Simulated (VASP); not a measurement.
# Ti (Fm-3m) in VASP: a series of runs, part 2 of 2

VASP 6.6.1. Earlier steps stand in the parts before.

### Step 3. Phonons, r2SCAN+rVV10

This run uses another cell than the first one: it holds 1 atom, not 4.

Contents of POSCAR:

```
Ti
1.0
    0.0000000000      2.0300000000      2.0300000000
    2.0300000000      0.0000000000      2.0300000000
    2.0300000000      2.0300000000      0.0000000000
Ti
1
Cartesian
    0.0000000000      0.0000000000      0.0000000000
```

Contents of INCAR.step1:

```
PREC = Accurate
ENCUT = 600
EDIFF = 1E-8
ISMEAR = 0
SIGMA = 0.05
LREAL = False
LASPH = True
NELM = 80
ALGO = Normal
ISIF = 3
LWAVE = False
LCHARG = False
METAGGA = R2SCAN
LMIXTAU = True
LUSE_VDW = True
IVDW_NL = 2
BPARAM = 11.95
CPARAM = 0.0093
IBRION = 2
NSW = 40
EDIFFG = -0.002
```

Contents of INCAR.step2:

```
PREC = Accurate
ENCUT = 600
EDIFF = 1E-8
ISMEAR = 0
SIGMA = 0.05
LREAL = False
LASPH = True
NELM = 80
ALGO = Normal
ISIF = 2
LWAVE = False
LCHARG = False
METAGGA = R2SCAN
LMIXTAU = True
LUSE_VDW = True
IVDW_NL = 2
BPARAM = 11.95
CPARAM = 0.0093
IBRION = 6
NFREE = 2
POTIM = 0.015
NSW = 1
```

Contents of KPOINTS:

```
regular mesh
0
Gamma
  8 8 8
```

Potentials or basis: VASP PAW PBE potentials, release 64 (Ti_sv).

Run with:

```bash
$ cat potpaw_PBE.64/Ti_sv/POTCAR > POTCAR
$ cp INCAR.step1 INCAR
$ mpirun -np 1 vasp_std > vasp.out
$ cp CONTCAR POSCAR
$ cp INCAR.step2 INCAR
$ mpirun -np 1 vasp_std > vasp.out
```

OUTCAR:

```text
PREC = Accurate
   ENCUT = 600
   EDIFF = 1E-8
   ISMEAR = 0
   LREAL = False
   LASPH = True
   NELM = 80
   ISIF = 2
   METAGGA = R2SCAN
   IVDW_NL = 2
   BPARAM = 11.95
   IBRION = 6
   NFREE = 2
   POTIM = 0.015
   NSW = 1

 ion  position               nearest neighbor table
   1  0.000  0.000  0.000-

  LATTYP: Found a face centered cubic cell.
 ALAT       =     4.1069037677

[... 678 lines left out ...]
  free  energy   TOTEN  =       -12.6020036218 eV

  energy  without entropy=      -12.6004834926  energy(sigma->0) =      -12.60124356

 INTERNAL STRAIN TENSORS FROM DISPLACED ATOMS
 ============================================

 INTERNAL STRAIN TENSOR FOR ION    1 for displacements in x,y,z  (eV/Angst):
          X           Y           Z          XY          YZ          ZX
  --------------------------------------------------------------------------------
  x     0.00000     0.00000     0.00000     0.00000     0.00000     0.00000
  y     0.00000     0.00000     0.00000     0.00000     0.00000     0.00000
  z     0.00000     0.00000     0.00000     0.00000     0.00000     0.00000

 Eigenvectors and eigenvalues of the dynamical matrix
 ----------------------------------------------------

   1 f/i=    0.000000 THz     0.000000 2PiTHz    0.000000 cm-1     0.000000 meV
             X         Y         Z           dx          dy          dz
      0.000000  0.000000  0.000000     0.433231    0.901283    0.000000

   2 f/i=    0.000000 THz     0.000000 2PiTHz    0.000000 cm-1     0.000000 meV
             X         Y         Z           dx          dy          dz
      0.000000  0.000000  0.000000     0.000000    0.000000    1.000000

   3 f/i=    0.000000 THz     0.000000 2PiTHz    0.000000 cm-1     0.000000 meV
             X         Y         Z           dx          dy          dz
      0.000000  0.000000  0.000000    -0.901283    0.433231    0.000000

 ELASTIC MODULI CONTR FROM IONIC RELAXATION (kBar)
 Direction    XX          YY          ZZ          XY          YZ          ZX
 --------------------------------------------------------------------------------
 XX           0.0000      0.0000      0.0000      0.0000      0.0000      0.0000
 YY           0.0000      0.0000      0.0000      0.0000      0.0000      0.0000
 ZZ           0.0000      0.0000      0.0000      0.0000      0.0000      0.0000
 XY           0.0000      0.0000      0.0000      0.0000      0.0000      0.0000
 YZ           0.0000      0.0000      0.0000      0.0000      0.0000      0.0000
 ZX           0.0000      0.0000      0.0000      0.0000      0.0000      0.0000
 --------------------------------------------------------------------------------
```

OSZICAR.step1:

```text
N       E                     dE             d eps       ncg     rms          rms(c)
DAV:   1     0.844517174326E+02    0.84452E+02   -0.74187E+03   580   0.164E+03
DAV:   2    -0.113739767855E+02   -0.95826E+02   -0.94449E+02   608   0.353E+02
DAV:   3    -0.167205359704E+02   -0.53466E+01   -0.52985E+01   842   0.835E+01
[... 62 lines left out ...]
DAV:  13    -0.126018344747E+02   -0.68352E-06   -0.10951E-07   584   0.525E-03    0.289E-04
DAV:  14    -0.126018342059E+02    0.26879E-06   -0.10116E-08   398   0.121E-03    0.117E-04
DAV:  15    -0.126018342780E+02   -0.72088E-07   -0.18963E-09   296   0.524E-04    0.135E-04
DAV:  16    -0.126018341499E+02    0.12811E-06   -0.93508E-10   296   0.467E-04    0.295E-05
DAV:  17    -0.126018341421E+02    0.77393E-08   -0.22434E-10   296   0.235E-04
   3 F= -.12601834E+02 E0= -.12601074E+02  d E =-.724094E-02
```

Run time: 5.5 min. Hardware: 1 thread of Intel Xeon Platinum 8488C (Sapphire Rapids), shared host; peak memory 0.22 GiB.

What came out:

| Property | Result |
| --- | --- |
| Relaxed volume | 17.32 Å³/atom |
| Relaxed cell | a = 2.904 Å, b = 2.904 Å, c = 2.904 Å, α = 60.00°, β = 60.00°, γ = 60.00° |
| Space group after relaxing (to 0.05 Å) | Fm-3m (No. 225) |

Step by step:
```tsv
step	energy change (eV)	largest force (eV/Å)	pressure (GPa)	volume (Å³)
1	0.0000	0.0000	4.04	16.73
2	-0.0031	0.0000	-2.84	17.77
3	-0.0072	0.0000	-0.01	17.32
```

Final structure:
```
Ti
1.0
     0.00000    2.05345    2.05345
     2.05345    0.00000    2.05345
     2.05345    2.05345    0.00000
Ti
1
Direct
  0.00000 0.00000 0.00000
```

Caveat: the PAW data sets were made with another functional, which shifts forces and pressure a little.

### Step 4. Band structure, r2SCAN+rVV10+U

This run uses another cell than the first one: it holds 1 atom, not 4.

Contents of INCAR:

```
SYSTEM = Ti
ALGO     = Normal         ! electronic algorithm
BPARAM   = 11.95        
CPARAM   = 0.0093       
EDIFF    = 1E-7           ! SCF threshold, eV
ENCUT    = 520            ! plane-wave cutoff, eV
ISIF     = 2              ! what is computed and relaxed
ISMEAR   = 1              ! smearing method
IVDW_NL  = 2            
LASPH    = .TRUE.         ! aspherical terms in the spheres
LCHARG   = .FALSE.        ! write CHGCAR
LDAU     = .TRUE.         ! DFT+U
LDAUJ    = 0            
LDAUL    = 2              ! shell
LDAUPRINT= 1            
LDAUTYPE = 2            
LDAUU    = 5.3            ! U, eV
LMAXMIX  = 4              ! l up to which the mixer works
LMIXTAU  = .TRUE.       
LREAL    = .FALSE.        ! projectors in reciprocal space
LUSE_VDW = .TRUE.       
LWAVE    = .FALSE.        ! write WAVECAR
METAGGA  = R2SCAN         ! meta-GGA
NELM     = 100            ! most SCF steps
PREC     = Accurate       ! precision mode
SIGMA    = 0.2            ! smearing width, eV
```

Contents of KPOINTS:

```
k-points
0
G
  11 11 11
  0 0 0
```

Contents of POSCAR:

```
Ti
2.8709
    0.000000000000      0.707095335957      0.707095335957
    0.707095335957      0.000000000000      0.707095335957
    0.707095335957      0.707095335957      0.000000000000
Ti
1
Direct
    0.0000000000      0.0000000000      0.0000000000
```

Contents of KPOINTS_OPT:

```
path GXWKGLUWLK,UX
10
line-mode
reciprocal
 0.0000000000  0.0000000000  0.0000000000  G
 0.5000000000  0.0000000000  0.5000000000  X

 0.5000000000  0.0000000000  0.5000000000  X
 0.5000000000  0.2500000000  0.7500000000  W

 0.5000000000  0.2500000000  0.7500000000  W
 0.3750000000  0.3750000000  0.7500000000  K

 0.3750000000  0.3750000000  0.7500000000  K
 0.0000000000  0.0000000000  0.0000000000  G

 0.0000000000  0.0000000000  0.0000000000  G
 0.5000000000  0.5000000000  0.5000000000  L

 0.5000000000  0.5000000000  0.5000000000  L
 0.6250000000  0.2500000000  0.6250000000  U

 0.6250000000  0.2500000000  0.6250000000  U
 0.5000000000  0.2500000000  0.7500000000  W

 0.5000000000  0.2500000000  0.7500000000  W
 0.5000000000  0.5000000000  0.5000000000  L

 0.5000000000  0.5000000000  0.5000000000  L
 0.3750000000  0.3750000000  0.7500000000  K

 0.6250000000  0.2500000000  0.6250000000  U
 0.5000000000  0.0000000000  0.5000000000  X
```

Potentials or basis: VASP PAW PBE potentials, release 64 (Ti_sv).

Run with:

```bash
$ cat potpaw_PBE.64/Ti_sv/POTCAR > POTCAR
$ mpirun -np 1 vasp_std > vasp.out
```

OUTCAR:

```text
SYSTEM = Ti
   BPARAM = 11.95
   EDIFF = 1E-7
   ENCUT = 520
   ISIF = 2
   ISMEAR = 1
   IVDW_NL = 2
   LASPH = .TRUE.
   LREAL = .FALSE.
   METAGGA = R2SCAN
   NELM = 100
   PREC = Accurate

 ion  position               nearest neighbor table
   1  0.000  0.000  0.000-

  LATTYP: Found a face centered cubic cell.
 ALAT       =     4.0600000000

  Lattice vectors:

 A1 = (   0.0000000000,   2.0300000000,   2.0300000000)
 A2 = (   2.0300000000,   0.0000000000,   2.0300000000)
 A3 = (   2.0300000000,   2.0300000000,   0.0000000000)

Analysis of symmetry for initial positions (statically):
=====================================================================
 Subroutine PRICEL returns:
 Original cell was already a primitive cell.

 Routine SETGRP: Setting up the symmetry group for a
 face centered cubic supercell.

 Subroutine GETGRP returns: Found 48 space group operations
 (whereof 48 operations were pure point group operations)
 out of a pool of 48 trial point group operations.

The static configuration has the point symmetry O_h .

Analysis of symmetry for dynamics (positions and initial velocities):
=====================================================================
 Subroutine PRICEL returns:
[... 202 lines left out ...]

  0.2072 -0.0000 -0.0000  0.0000 -0.0000
 -0.0000  0.2072 -0.0000  0.0000 -0.0000
 -0.0000 -0.0000  0.1031 -0.0000  0.0000
  0.0000  0.0000 -0.0000  0.2072  0.0000
 -0.0000 -0.0000  0.0000  0.0000  0.1031

 occupancies and eigenvectors

  o =  0.1031  v =  0.0000 -0.0000 -0.1157  0.0000 -0.9933  0.0000  0.0000  0.0000  0.0000  0.0000      0.0000  0.0000  0.0000  0.0000  0.0000  0.0000  0.0000  0.0000  0.0000  0.0000
  o =  0.1031  v =  0.0000  0.0000  0.0000  0.0000  0.0000  0.0000 -0.0000 -0.1157  0.0000 -0.9933      0.0000  0.0000  0.0000  0.0000  0.0000  0.0000  0.0000  0.0000  0.0000  0.0000
  o =  0.1031  v =  0.0000  0.0000  0.9933  0.0000 -0.1157  0.0000  0.0000  0.0000  0.0000  0.0000      0.0000  0.0000  0.0000  0.0000  0.0000  0.0000  0.0000  0.0000  0.0000  0.0000
  o =  0.1031  v =  0.0000  0.0000  0.0000  0.0000  0.0000  0.0000  0.0000  0.9933  0.0000 -0.1157      0.0000  0.0000  0.0000  0.0000  0.0000  0.0000  0.0000  0.0000  0.0000  0.0000
  o =  0.2072  v =  0.0000 -0.1024 -0.0000  0.9947  0.0000  0.0000  0.0000  0.0000  0.0000  0.0000      0.0000  0.0000  0.0000  0.0000  0.0000  0.0000  0.0000  0.0000  0.0000  0.0000
  o =  0.2072  v =  0.0000  0.0000  0.0000  0.0000  0.0000  0.0000 -0.1024 -0.0000  0.9947  0.0000      0.0000  0.0000  0.0000  0.0000  0.0000  0.0000  0.0000  0.0000  0.0000  0.0000
  o =  0.2072  v =  0.0000  0.0000  0.0000  0.0000  0.0000  0.0000  0.9947 -0.0000  0.1024  0.0000      0.0000  0.0000  0.0000  0.0000  0.0000  0.0000  0.0000  0.0000  0.0000  0.0000
  o =  0.2072  v =  0.0000  0.9947 -0.0000  0.1024  0.0000  0.0000  0.0000  0.0000  0.0000  0.0000      0.0000  0.0000  0.0000  0.0000  0.0000  0.0000  0.0000  0.0000  0.0000  0.0000
  o =  0.2072  v =  0.0000  0.0000  0.0000  0.0000  0.0000  1.0000  0.0000  0.0000  0.0000  0.0000      0.0000  0.0000  0.0000  0.0000  0.0000  0.0000  0.0000  0.0000  0.0000  0.0000
  o =  0.2072  v =  1.0000  0.0000  0.0000  0.0000  0.0000  0.0000  0.0000  0.0000  0.0000  0.0000      0.0000  0.0000  0.0000  0.0000  0.0000  0.0000  0.0000  0.0000  0.0000  0.0000

 number of electron      12.0000002 magnetization

 Free energy of the ion-electron system (eV)
  ---------------------------------------------------
  ext. energy  EPLUGINS =         0.00000000
  ---------------------------------------------------
  free energy    TOTEN  =        -8.79128090 eV

  energy without entropy =       -8.79370850  energy(sigma->0) =       -8.79209010

 E-fermi :   9.2858     XC(G=0): -12.7241

 val. band max:        9.2756959056   @ k =   0.2727   0.0000   0.0000
 cond. band min:       9.2896483030   @ k =   0.2727   0.0909   0.0000
 fundamental gap:      0.0139523974
 Fermi energy:         9.2857772469

------------------------ aborting loop because EDIFF is reached ----------------------------------------

  FORCE on cell =-STRESS in cart. coord.  units (eV):
  Direction    XX          YY          ZZ          XY          YZ          ZX
  --------------------------------------------------------------------------------------
  -------------------------------------------------------------------------------------
  Total        2.1251556      2.1251556      2.1251556      0.0000000      0.0000000     -0.0000000
  in kB      203.5088073    203.5088073    203.5088073      0.0000000      0.0000000     -0.0000000
  external PRESSURE =     203.5088073 kB  Pullay stress =       0.0000000 kB

 VOLUME and BASIS-vectors are now :
 -----------------------------------------------------------------------------
  energy-cutoff  :      520.00
  volume of cell :       16.73
      direct lattice vectors                 reciprocal lattice vectors
     0.000000000  2.030000000  2.030000000    -0.246305419  0.246305419  0.246305419
     2.030000000  0.000000000  2.030000000     0.246305419 -0.246305419  0.246305419
     2.030000000  2.030000000  0.000000000     0.246305419  0.246305419 -0.246305419

 POSITION                                       TOTAL-FORCE (eV/Angst)
 -----------------------------------------------------------------------------------
      0.00000      0.00000      0.00000         0.000000      0.000000      0.000000
 -----------------------------------------------------------------------------------
    total drift:                               -0.000000      0.000000      0.000000

  FREE ENERGIE OF THE ION-ELECTRON SYSTEM (eV)
  ---------------------------------------------------
  free  energy   TOTEN  =        -8.7912808997 eV

  energy  without entropy=       -8.7937085006  energy(sigma->0) =       -8.79209010
```

OSZICAR:

```text
N       E                     dE             d eps       ncg     rms          rms(c)
DAV:   1     0.756651254933E+02    0.75665E+02   -0.69745E+03  1122   0.149E+03
DAV:   2    -0.825114765521E+01   -0.83916E+02   -0.82730E+02  1152   0.327E+02
DAV:   3    -0.132336393539E+02   -0.49825E+01   -0.49445E+01  1572   0.791E+01
[... 33 lines left out ...]
       N       E                     dE             ncg
DAV:   1    -0.380834991860E+03   -0.32613E+05      880
DAV:   2    -0.388564996078E+04   -0.35048E+04      892
DAV:   3    -0.405867890365E+04   -0.17303E+03     1196
DAV:   4    -0.406414664911E+04   -0.54677E+01     1068
DAV:   5    -0.406432956130E+04   -0.18291E+00     1254
DAV:   6    -0.406433155894E+04   -0.19976E-02     1070
DAV:   7    -0.406433158470E+04   -0.25761E-04     1284
DAV:   8    -0.406433158488E+04   -0.17283E-06      758
DAV:   9    -0.406433158488E+04   -0.76398E-08      562
```

It took 1.8 min on 1 thread of Intel Xeon Platinum 8488C (Sapphire Rapids), shared host; peak memory 0.22 GiB.

What came out:

| Property | Result |
| --- | --- |
| Free energy | -8.7913 eV |
| Pressure | 20.4 GPa |
| Band gap along the path | none (metal or under the smearing width) |

Levels at the corners of the path, in eV from the Fermi level:
| point | band 2 | band 3 | band 4 | band 5 | band 6 | band 7 | band 8 | band 9 | band 10 |
| --- | --- | --- | --- | --- | --- | --- | --- | --- | --- |
| Γ | -35.12 | -35.12 | -35.12 | -7.31 | 1.20 | 1.20 | 1.20 | 3.68 | 3.68 |
| X | -35.82 | -35.38 | -35.38 | -2.55 | -1.78 | 2.17 | 4.46 | 4.46 | 4.85 |
| X | -35.82 | -35.38 | -35.38 | -2.55 | -1.78 | 2.17 | 4.46 | 4.46 | 4.85 |
| W | -35.60 | -35.60 | -35.39 | -1.42 | -0.53 | -0.53 | 3.04 | 4.47 | 8.58 |
| W | -35.60 | -35.60 | -35.39 | -1.42 | -0.53 | -0.53 | 3.04 | 4.47 | 8.58 |
| K | -35.69 | -35.54 | -35.32 | -1.61 | -1.39 | 0.45 | 3.64 | 4.01 | 7.44 |
| K | -35.69 | -35.54 | -35.32 | -1.61 | -1.39 | 0.45 | 3.64 | 4.01 | 7.44 |
| Γ | -35.12 | -35.12 | -35.12 | -7.31 | 1.20 | 1.20 | 1.20 | 3.68 | 3.68 |
| Γ | -35.12 | -35.12 | -35.12 | -7.31 | 1.20 | 1.20 | 1.20 | 3.68 | 3.68 |
| L | -35.87 | -35.21 | -35.21 | -3.00 | -0.22 | 1.38 | 1.38 | 4.46 | 4.46 |
| L | -35.87 | -35.21 | -35.21 | -3.00 | -0.22 | 1.38 | 1.38 | 4.46 | 4.46 |
| U | -35.69 | -35.54 | -35.32 | -1.61 | -1.39 | 0.45 | 3.64 | 4.01 | 7.44 |
| U | -35.69 | -35.54 | -35.32 | -1.61 | -1.39 | 0.45 | 3.64 | 4.01 | 7.44 |
| W | -35.60 | -35.60 | -35.39 | -1.42 | -0.53 | -0.53 | 3.04 | 4.47 | 8.58 |
| W | -35.60 | -35.60 | -35.39 | -1.42 | -0.53 | -0.53 | 3.04 | 4.47 | 8.58 |
| L | -35.87 | -35.21 | -35.21 | -3.00 | -0.22 | 1.38 | 1.38 | 4.46 | 4.46 |
| L | -35.87 | -35.21 | -35.21 | -3.00 | -0.22 | 1.38 | 1.38 | 4.46 | 4.46 |
| K | -35.69 | -35.54 | -35.32 | -1.61 | -1.39 | 0.45 | 3.64 | 4.01 | 7.44 |
| U | -35.69 | -35.54 | -35.32 | -1.61 | -1.39 | 0.45 | 3.64 | 4.01 | 7.44 |
| X | -35.82 | -35.38 | -35.38 | -2.55 | -1.78 | 2.17 | 4.46 | 4.46 | 4.85 |

Eigenvalues of the final occupation matrices:
```
    site  spin  trace               eigenvalues
site 1 d     1   0.83  0.10 0.10 0.21 0.21 0.21
site 1 d     2   0.83  0.10 0.10 0.21 0.21 0.21
```

Caveat: the PAW data sets were made with another functional, which shifts forces and pressure a little; U without spin polarisation on a metal has little footing; the U is typed as a test and isn't derived for this compound.
